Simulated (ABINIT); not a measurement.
## Beyond one shot: AlN (F-43m)

Wanted: G0W0 and self-consistent gaps of AlN (F-43m), with the cost of the cycles.

Method: PBE and many-body steps on it, plane waves, in ABINIT 10.8.3.

**1. The structure**

Symmetry: F-43m, No. 216, cubic system. The conventional cell has a = 4.368 Å, b = 4.368 Å, c = 4.368 Å, α = 90.00°, β = 90.00°, γ = 90.00°. Al has 4 N at 1.89 Å nearest. Nearest to N lie 4 Al at 1.89 Å. Farther neighbours and most contacts between anions are not listed.

As a file:

```cif
data_structure
_symmetry_space_group_name_H-M 'F-43m'
_symmetry_Int_Tables_number 216
_cell_length_a 4.3680
_cell_length_b 4.3680
_cell_length_c 4.3680
_cell_angle_alpha 90.000
_cell_angle_beta 90.000
_cell_angle_gamma 90.000
_cell_volume 83.34
loop_
_atom_site_label
_atom_site_type_symbol
_atom_site_symmetry_multiplicity
_atom_site_Wyckoff_symbol
_atom_site_fract_x
_atom_site_fract_y
_atom_site_fract_z
_atom_site_occupancy
Al1 Al 4 a 0.00000 0.00000 0.00000 1
N1 N 4 c 0.25000 0.25000 0.25000 1
```

The cell and positions are those that the Materials Project relaxed with its own functionals (PBE, PBE+U or r2SCAN), kept fixed. This is not the form that AlN usually takes at ambient conditions.

**2. Empty states on the mesh, 6×6×6 mesh, 33 bands**

This step: ABINIT 10.8.3; DFT, PBE, plane waves, norm-conserving pseudopotentials.

The sums over transitions need many empty states on a uniform mesh; this step solves for them.

File run.abi:

```
acell 3*1.0 Angstrom
rprim 
  -0.000000000000 2.183993559600 2.183993559600
  2.183993559600 -0.000000000000 2.183993559600
  2.183993559600 2.183993559600 -0.000000000000
ntypat 2
znucl 13 7
natom 2
typat 1 2
xred 
  0.000000000000 0.000000000000 0.000000000000
  0.750000000000 0.750000000000 0.750000000000
pp_dirpath "pseudos"
pseudos "Al.upf, N.upf"
ecut 36
ngkpt 6 6 6
nshiftk 1
shiftk 0 0 0
kptopt 1
chksymbreak 0
iscf -2
irdden 1
istwfk *1
nband 33
nbdbuf 4
tolwfr 1e-09
nstep 60
prtvol 0
indata_prefix "in"
outdata_prefix "out"
tmpdata_prefix "tmp"
```

Run with:

```
> OMP_NUM_THREADS=1 mpirun -n 4 abinit run.abi > log
```

Numbers of over 12 decimals in the logs are rounded to 6 here.

Output:

```text
.Version 10.8.3 of ABINIT. v10.8.2 released Aug 2026.

 Symmetries : space group F-4 3 m (#216); Bravais cF (face-center cubic)
[... echo of the input left out ...]
== DATASET  1 ==================================================================
-   mpi_nproc: 4, omp_nthreads: 1 (-1 if OMP is not activated)

--- !DatasetInfo
iteration_state: {dtset: 1, }
dimensions: {natom: 2, nkpt: 16, mband: 33, nsppol: 1, nspinor: 1, nspden: 1, mpw: 1464, }
cutoff_energies: {ecut:  36.0, pawecutdg:  -1.0, }
[...]
1.45884    1.45884    1.83537    1.83537    1.83537    1.89660    1.89660    2.04268
   2.04268    2.04268    2.38311    2.48280    2.48280    2.48280    2.60344    2.60441
   2.62523
 prteigrs : prtvol=0 or 1, do not print more k-points.

== END DATASET(S) ==============================================================
================================================================================

 -outvars: echo values of variables after computation  --------
            nband          33
             nkpt          16
          spgroup         216
 [... the other variables as echoed above ...]

 Calculation completed.
```

Elapsed: 6.4 s, on 4 MPI ranks of Arm Neoverse N1, shared host; peak memory 0.24 GiB.

Numbers from this step:

| Property | Result |
| --- | --- |
| gap | 3.325 eV |
| k of the valence top | 0, 0, 0 |
| k of the conduction bottom | 0.5, 0.5, 0 |
| least direct gap | 4.192 eV |
| k points computed | 16 |
| lowest point of the top converged band, above the valence top | 53.0189 eV |

On this mesh the gap is 3.325 eV.

The density comes from a self-consistent run that is not shown.

**3. Screening, 6×6×6 mesh, 29 bands, screening to 130.6 eV**

The RPA dielectric matrix is built and inverted for each q.

This step: RPA screening on PBE, plane waves, norm-conserving pseudopotentials.

run.abi, as its differences from that of step 2:

```diff
@@ -20,10 +20,11 @@
 chksymbreak 0
-iscf -2
-irdden 1
 istwfk *1
-nband 33
-nbdbuf 4
-tolwfr 1e-09
-nstep 60
-prtvol 0
+occopt 1
+irdwfk 1
+optdriver 3
+nband 29
+ecuteps 4.8
+inclvkb 2
+awtr 1
+symchi 1
 indata_prefix "in"
```

Output:

```text
.Version 10.8.3 of ABINIT. v10.8.2 released Aug 2026.

 Symmetries : space group F-4 3 m (#216); Bravais cF (face-center cubic)
[... echo of the input left out ...]
== DATASET  1 ==================================================================
-   mpi_nproc: 4, omp_nthreads: 1 (-1 if OMP is not activated)

--- !DatasetInfo
iteration_state: {dtset: 1, }
dimensions: {natom: 2, nkpt: 16, mband: 29, nsppol: 1, nspinor: 1, nspden: 1, mpw: 1464, }
cutoff_energies: {ecut:  36.0, pawecutdg:  -1.0, }
electrons: {nelect:   8.00000000E+00, charge:   0.00000000E+00, occopt:   1.00000000E+00, tsmear:   1.00000000E-02, }

 SCREENING: Calculation of the susceptibility and dielectric matrices

 Based on a program developped by R.W. Godby, V. Olevano, G. Onida, and L. Reining.
 Incorporated in ABINIT by V. Olevano, G.-M. Rignanese, and M. Torrent.
.Using double precision arithmetic ; gwpc =  8

[... cell and pseudopotentials left out ...]
--------------------------------------------------------------------------------

 ==== K-mesh for the wavefunctions ====
 Number of points in the irreducible wedge :    16
[... list of points left out ...]
 Together with 24 symmetry operations and time-reversal symmetry
 yields   216 points in the full Brillouin Zone.

 ==== Q-mesh for the screening function ====
 Number of points in the irreducible wedge :    16
[... list of points left out ...]
 Together with 24 symmetry operations and time-reversal symmetry
 yields   216 points in the full Brillouin Zone.

 setmesh: FFT mesh size selected  =    24x   24x   24
          total number of points  =        13824

 vcoul_init : cutoff-mode = AUXILIARY_FUNCTION
 q-points for optical limit:   1
     1)      0.000010    0.000020    0.000030

- screening: taking advantage of time-reversal symmetry
- Maximum band index for partially occupied states nbvw = 4
- Remaining bands to be divided among processors   nbcw = 25
- Number of bands treated by each node ~6

 Number of electrons calculated from density =    8.0000; Expected =    8.0000
 average of density, n =  0.056900
 r_s =    1.6129
 omega_plasma =   23.0097 [eV]

 calculating chi0 at frequencies [eV] :
  1    0.000000E+00    0.000000E+00
  2    0.000000E+00    2.300966E+01

--------------------------------------------------------------------------------
  q-point number  1        q = ( 0.000000, 0.000000, 0.000000) [r.l.u.]
--------------------------------------------------------------------------------
[... chi0 elements left out ...]
 For q-point:  0.000010 0.000020 0.000030
  dielectric constant =   4.3588
  dielectric constant without local fields =   4.7831

  Average fulfillment of the sum rule on Im[epsilon] for q-point    1 :     55.30  [%]
[... wings left out ...]
  q-point number  2        q = ( 0.166667, 0.000000, 0.000000) [r.l.u.]
--------------------------------------------------------------------------------
[... chi0 elements left out ...]
  Average fulfillment of the sum rule on Im[epsilon] for q-point    2 :     82.16  [%]

 [... 14 further q-points ...]
```

Run time: 19 s. Hardware: 4 MPI ranks; peak memory 0.45 GiB; 77 s of CPU time.

This step gave:

* ε∞ with local fields, on this mesh, along the program's q direction: 4.359
* the same without local fields: 4.783
* plasma frequency: 23.01 eV
* plane waves in the screening matrix: 65

Local fields lower ε∞ by 9 %.

**4. G0W0**

The self-energy is evaluated for the states that the input lists, and the levels follow from it, in one-shot runs by the linearised quasiparticle equation.

This step: G0W0 on PBE, plane waves, norm-conserving pseudopotentials.

run.abi, as its differences from that of step 3:

```diff
@@ -23,8 +23,17 @@
 irdwfk 1
-optdriver 3
+optdriver 4
 nband 29
+gwcalctyp 0
+ecutsigx 36
+symsigma 1
+nkptgw 2
+kptgw 
+  0.0000000000 0.0000000000 0.0000000000
+  0.5000000000 0.5000000000 0.0000000000
+bdgw 
+  2 8
+  3 6
 ecuteps 4.8
-inclvkb 2
-awtr 1
-symchi 1
+irdscr 1
+ppmodel 1
 indata_prefix "in"
```

Output:

```text
.Version 10.8.3 of ABINIT. v10.8.2 released Aug 2026.

 Symmetries : space group F-4 3 m (#216); Bravais cF (face-center cubic)
[... echo of the input left out ...]
== DATASET  1 ==================================================================
-   mpi_nproc: 4, omp_nthreads: 1 (-1 if OMP is not activated)

--- !DatasetInfo
iteration_state: {dtset: 1, }
dimensions: {natom: 2, nkpt: 16, mband: 29, nsppol: 1, nspinor: 1, nspden: 1, mpw: 1464, }
cutoff_energies: {ecut:  36.0, pawecutdg:  -1.0, }
electrons: {nelect:   8.00000000E+00, charge:   0.00000000E+00, occopt:   1.00000000E+00, tsmear:   1.00000000E-02, }

 SIGMA: Calculation of the GW corrections

 Based on a program developped by R.W. Godby, V. Olevano, G. Onida, and L. Reining.
 Incorporated in ABINIT by V. Olevano, G.-M. Rignanese, and M. Torrent.
.Using double precision arithmetic ; gwpc =  8

[... cell and pseudopotentials left out ...]
--------------------------------------------------------------------------------

 ==== K-mesh for the wavefunctions ====
 Number of points in the irreducible wedge :    16
[... list of points left out ...]
 Together with 24 symmetry operations and time-reversal symmetry
 yields   216 points in the full Brillouin Zone.

 ==== Q-mesh for screening function ====
 Number of points in the irreducible wedge :    16
[... list of points left out ...]
 Together with 24 symmetry operations and time-reversal symmetry
 yields   216 points in the full Brillouin Zone.

 vcoul_init : cutoff-mode = AUXILIARY_FUNCTION
 q-points for optical limit:   1
     1)      0.000010    0.000020    0.000030
 setmesh: FFT mesh size selected  =    32x   32x   32
          total number of points  =        32768

 Number of electrons calculated from density =    8.0000; Expected =    8.0000
 average of density, n =  0.056900
 r_s =    1.6129
 omega_plasma =   23.0097 [eV]

 === KS Band Gaps ===
  >>>> For spin  1
   Minimum direct gap =   4.1921 [eV], located at k-point      :   0.0000  0.0000  0.0000
   Fundamental gap    =   3.3248 [eV], Top of valence bands at :   0.0000  0.0000  0.0000
                                       Bottom of conduction at :   0.5000  0.5000  0.0000
 SIGMA fundamental parameters:
 PLASMON POLE MODEL  1
 number of plane-waves for SigmaX                 1459
 number of plane-waves for SigmaC and W             65
 number of plane-waves for wavefunctions          1459
 number of bands                                    29
 number of independent spin polarizations            1
 number of spinorial components                      1
 number of k-points in IBZ                          16
 number of q-points in IBZ                          16
 number of symmetry operations                      24
 number of k-points in BZ                          216
 number of q-points in BZ                          216
 number of frequencies for dSigma/dE                 9
 frequency step for dSigma/dE [eV]                0.25
 number of omega for Sigma on real axis              0
 max omega for Sigma on real axis  [eV]           0.00
 zcut for avoiding poles [eV]                     0.10

 EPSILON^-1 parameters (SCR file):
 dimension of the eps^-1 matrix on file             65
 dimension of the eps^-1 matrix used                65
 number of plane-waves for wavefunctions          1459
 number of bands                                    29
 number of q-points in IBZ                          16
 number of frequencies                               2
 number of real frequencies                          1
 number of imag frequencies                          1

 matrix elements of self-energy operator (all in [eV])

 Perturbative Calculation

--- !SelfEnergy_ee
iteration_state: {dtset: 1, }
kpoint     : [   0.000,    0.000,    0.000, ]
spin       : 1
KS_gap     :    4.192
QP_gap     :    5.442
Delta_QP_KS:    1.249
data: !SigmaeeData |
     Band     E0 <VxcDFT>   SigX SigC(E0)      Z dSigC/dE  Sig(E)    E-E0       E
        2   5.159 -16.959 -20.996   3.530   0.791  -0.264 -17.360  -0.401   4.758
        3   5.159 -16.959 -20.996   3.530   0.791  -0.264 -17.360  -0.401   4.758
        4   5.159 -16.959 -20.996   3.530   0.791  -0.264 -17.360  -0.401   4.758
        5   9.351 -12.531  -8.056  -3.440   0.820  -0.220 -11.683   0.849  10.199
        6  17.748  -9.892  -4.092  -4.672   0.816  -0.225  -8.971   0.920  18.668
        7  17.748  -9.892  -4.092  -4.672   0.816  -0.225  -8.971   0.920  18.668
        8  17.748  -9.892  -4.092  -4.672   0.816  -0.225  -8.971   0.920  18.668

--- !SelfEnergy_ee
iteration_state: {dtset: 1, }
kpoint     : [   0.500,    0.500,    0.000, ]
spin       : 1
KS_gap     :    5.100
QP_gap     :    6.412
Delta_QP_KS:    1.312
data: !SigmaeeData |
     Band     E0 <VxcDFT>   SigX SigC(E0)      Z dSigC/dE  Sig(E)    E-E0       E
        3   3.383 -15.432 -20.146   3.746   0.787  -0.271 -16.193  -0.762   2.621
        4   3.383 -15.432 -20.146   3.746   0.787  -0.271 -16.193  -0.762   2.621
        5   8.483  -9.206  -5.016  -3.532   0.837  -0.195  -8.655   0.550   9.034
        6  13.810  -9.461  -4.383  -4.062   0.839  -0.192  -8.608   0.853  14.663

== END DATASET(S) ==============================================================
================================================================================

 -outvars: echo values of variables after computation  --------
           etotal      0.0000000000E+00
            nband          29
             nkpt          16
          spgroup         216
 [... the other variables as echoed above ...]

 Calculation completed.
```

Run time: 4.4 s. Hardware: 4 MPI ranks; peak memory 0.44 GiB; 17 s of CPU time.

This step gave:

```yaml
g0w0_gap_on_the_points_computed: 4.276 eV
starting_gap_on_the_mesh: 3.325 eV
k_of_the_valence_top: 0, 0, 0
k_of_the_conduction_bottom: 0.5, 0.5, 0
z_at_the_valence_top: 0.791
z_at_the_conduction_bottom: 0.837
least_direct_g0w0_gap_on_the_computed_points: 5.441 eV
```

The gap on the mesh goes from 3.32 eV to 4.28 eV, a correction of +0.95 eV.

**5. evGW0, cycle 1**

This step: evGW0 on PBE, plane waves, norm-conserving pseudopotentials.

run.abi, as its differences from that of step 4:

```diff
@@ -25,12 +25,40 @@
 nband 29
-gwcalctyp 0
+gwcalctyp 10
 ecutsigx 36
 symsigma 1
-nkptgw 2
+nkptgw 16
 kptgw 
   0.0000000000 0.0000000000 0.0000000000
+  0.1666666667 0.0000000000 0.0000000000
+  0.3333333333 0.0000000000 0.0000000000
+  0.5000000000 0.0000000000 0.0000000000
+  0.1666666667 0.1666666667 0.0000000000
+  0.3333333333 0.1666666667 0.0000000000
+  0.5000000000 0.1666666667 0.0000000000
+  -0.3333333333 0.1666666667 0.0000000000
+  -0.1666666667 0.1666666667 0.0000000000
+  0.3333333333 0.3333333333 0.0000000000
+  0.5000000000 0.3333333333 0.0000000000
+  -0.3333333333 0.3333333333 0.0000000000
   0.5000000000 0.5000000000 0.0000000000
+  0.5000000000 0.3333333333 0.1666666667
+  -0.3333333333 0.3333333333 0.1666666667
+  -0.3333333333 0.5000000000 0.1666666667
 bdgw 
-  2 8
-  3 6
+  1 13
+  1 13
+  1 13
+  1 13
+  1 13
+  1 13
+  1 13
+  1 13
+  1 13
+  1 13
+  1 13
+  1 13
+  1 13
+  1 13
+  1 13
+  1 13
 ecuteps 4.8
```

Output:

```text
.Version 10.8.3 of ABINIT. v10.8.2 released Aug 2026.

 Symmetries : space group F-4 3 m (#216); Bravais cF (face-center cubic)
[... echo of the input left out ...]
== DATASET  1 ==================================================================
-   mpi_nproc: 4, omp_nthreads: 1 (-1 if OMP is not activated)

--- !DatasetInfo
iteration_state: {dtset: 1, }
dimensions: {natom: 2, nkpt: 16, mband: 29, nsppol: 1, nspinor: 1, nspden: 1, mpw: 1464, }
cutoff_energies: {ecut:  36.0, pawecutdg:  -1.0, }
electrons: {nelect:   8.00000000E+00, charge:   0.00000000E+00, occopt:   1.00000000E+00, tsmear:   1.00000000E-02, }

 SIGMA: Calculation of the GW corrections

 Based on a program developped by R.W. Godby, V. Olevano, G. Onida, and L. Reining.
 Incorporated in ABINIT by V. Olevano, G.-M. Rignanese, and M. Torrent.
.Using double precision arithmetic ; gwpc =  8

[... cell and pseudopotentials left out ...]
--------------------------------------------------------------------------------

 ==== K-mesh for the wavefunctions ====
 Number of points in the irreducible wedge :    16
[... list of points left out ...]
 Together with 24 symmetry operations and time-reversal symmetry
 yields   216 points in the full Brillouin Zone.

 ==== Q-mesh for screening function ====
 Number of points in the irreducible wedge :    16
[... list of points left out ...]
 Together with 24 symmetry operations and time-reversal symmetry
 yields   216 points in the full Brillouin Zone.

 vcoul_init : cutoff-mode = AUXILIARY_FUNCTION
 q-points for optical limit:   1
     1)      0.000010    0.000020    0.000030
 setmesh: FFT mesh size selected  =    32x   32x   32
          total number of points  =        32768

 Number of electrons calculated from density =    8.0000; Expected =    8.0000
[...]
QP_gap     :    9.898
Delta_QP_KS:    1.756
data: !SigmaeeData |
     Band     E_DFT   <VxcDFT>   E(N-1)  <Hhartree>   SigX  SigC[E(N-1)]    Z     dSigC/dE  Sig[E(N)]  DeltaE  E(N)_pert E(N)_diago
[...]
--- !SelfEnergy_ee
iteration_state: {dtset: 1, }
kpoint     : [  -0.333,    0.500,    0.167, ]
spin       : 1
KS_gap     :    7.756
QP_gap     :    9.527
Delta_QP_KS:    1.771
data: !SigmaeeData |
     Band     E_DFT   <VxcDFT>   E(N-1)  <Hhartree>   SigX  SigC[E(N-1)]    Z     dSigC/dE  Sig[E(N)]  DeltaE  E(N)_pert E(N)_diago
[...]
12    30.888   -12.156    30.888    43.044    -4.218    -6.526     0.674    -0.484   -11.204     0.952    31.840    32.301
       13    33.215   -10.583    33.215    43.798    -2.636    -7.272     0.684    -0.463   -10.122     0.461    33.676    33.890

 New Fermi energy :        2.534391E-01 Ha ,    6.896429E+00 eV
 New Exchange energy :    -3.140269E+00 Ha ,   -8.545106E+01 eV

 === QP Band Gaps ===
  >>>> For spin  1
   Minimum direct gap =   5.7342 [eV], located at k-point      :   0.0000  0.0000  0.0000
   Fundamental gap    =   4.4892 [eV], Top of valence bands at :   0.0000  0.0000  0.0000
                                       Bottom of conduction at :   0.5000  0.5000  0.0000

 writing QP data on file : out_QPS

 Convergence of QP corrections
 >>>>> For spin  1 <<<<<
.  kptgw no:  1; Maximum DeltaE = (   1.288   0.000) for band index:  9
.  kptgw no:  2; Maximum DeltaE = (   1.068   0.001) for band index:  9
.  kptgw no:  3; Maximum DeltaE = (   1.319   0.000) for band index:  6
[...]
.  kptgw no: 15; Maximum DeltaE = (   1.498   0.000) for band index:  7
.  kptgw no: 16; Maximum DeltaE = (   1.696   0.000) for band index:  8

== END DATASET(S) ==============================================================
================================================================================

 -outvars: echo values of variables after computation  --------
           etotal      0.0000000000E+00
            nband          29
             nkpt          16
          spgroup         216
 [... the other variables as echoed above ...]

 Calculation completed.
```

Run time: 90 s. Hardware: 4 MPI ranks; peak memory 0.84 GiB; 6 min of CPU time.

Numbers from this step:

```yaml
quasiparticle_gap_on_the_mesh: 4.489 eV
gap_of_the_density_functional_on_the_mesh: 3.325 eV
k_of_the_valence_top: 0, 0, 0
k_of_the_conduction_bottom: 0.5, 0.5, 0
z_at_the_valence_top: 0.791
z_at_the_conduction_bottom: 0.837
least_direct_quasiparticle_gap_on_the_computed_points: 5.734 eV
```

Against G0W0 in ABINIT (6×6×6 mesh, 29 bands, screening to 130.6 eV, Godby-Needs plasmon pole), the gap moves by +0.213 eV. This first cycle still uses the starting levels; it takes the full correction, at all points of the mesh, and its linearised value is 4.276 eV.

**6. evGW0, cycle 2**

The corrected levels of the last cycle go back in.

run.abi, as its differences from that of step 5:

```diff
@@ -66,2 +66,3 @@
 ppmodel 1
+irdqps 1
 indata_prefix "in"
```

Output:

```text
.Version 10.8.3 of ABINIT. v10.8.2 released Aug 2026.

 Symmetries : space group F-4 3 m (#216); Bravais cF (face-center cubic)
[... echo of the input left out ...]
== DATASET  1 ==================================================================
-   mpi_nproc: 4, omp_nthreads: 1 (-1 if OMP is not activated)

--- !DatasetInfo
iteration_state: {dtset: 1, }
dimensions: {natom: 2, nkpt: 16, mband: 29, nsppol: 1, nspinor: 1, nspden: 1, mpw: 1464, }
cutoff_energies: {ecut:  36.0, pawecutdg:  -1.0, }
[...]
.  kptgw no:  3; Maximum DeltaE = (   0.115   0.002) for band index:  2
[...]
.  kptgw no: 15; Maximum DeltaE = (  -0.129   0.000) for band index:  7
.  kptgw no: 16; Maximum DeltaE = (  -0.174  -0.000) for band index:  8

== END DATASET(S) ==============================================================
================================================================================

 -outvars: echo values of variables after computation  --------
           etotal      0.0000000000E+00
            nband          29
             nkpt          16
          spgroup         216
 [... the other variables as echoed above ...]

 Calculation completed.
```

It took 90 s on 4 MPI ranks; peak memory 0.84 GiB; 6 min of CPU time.

Numbers from this step:

| Property | Result |
| --- | --- |
| quasiparticle gap on the mesh | 4.481 eV |
| gap of the density functional on the mesh | 3.325 eV |
| k of the valence top | 0, 0, 0 |
| k of the conduction bottom | 0.5, 0.5, 0 |
| least direct quasiparticle gap on the computed points | 5.672 eV |

Against the cycle before, the gap moves by −0.008 eV.

[end of part 1 of 3]

[Paths, hosts, dates, memory and timing lines, banners, echoed tables and standing remarks are left out of the program output.]

[Logs are printed without paths, hosts, clocks, repeated set-up lines and the standing remarks that a program may print on its own settings, such as how far it seeks lower states.]

[Runs of the session that timed out or met a known fault of the program may be left out.]

[Hosts, paths, dates, database ids (printed as entryN), source tags and the programs' standing remarks are cut or masked in the printed files.]

[G0W0 gaps are taken among the corrected bands and points alone; a level outside them can change the order at an edge.]

[Where Ansatz stands beside ABINIT at settings called matched, ABINIT's density can come from a denser mesh and the files from another edition; pairs whose starting gaps differed by over 0.03 eV were left out, so agreement reads better than it is.]
